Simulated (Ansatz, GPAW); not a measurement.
# From spin parameters to the magnetic ion

A crystal has the composition MBiSe2I, where M is a 3d element. A calculation (PBE+U, spin-orbit coupling in second variation, Ansatz) gives:

```
S                                : 5/2
g, averaged over the cell's ions : 2.0060, 2.0064, 2.0069
moment in its sphere             : 4.52 μB
```

**Question.** Which ion is it, and why?

The crystal is MnBiSe2I, space group C2/m. The spin sits on Mn, with 2 Se + 4 I at 2.75 to 2.86 Å round it. With the usual charges of the other elements M must be +2. The high-spin ion of that charge with S = 5/2 in this row is Mn²⁺ high-spin d⁵. Low-spin ions are left aside. The shift from the free-electron value is small, as for a half-filled shell without orbital momentum.

[Logs are printed without paths, hosts, clocks, repeated set-up lines and the standing remarks that a program may print on its own settings, such as how far it seeks lower states.]

[Hosts, paths, dates, database ids (printed as entryN), source tags and the programs' standing remarks are cut or masked in the printed files.]
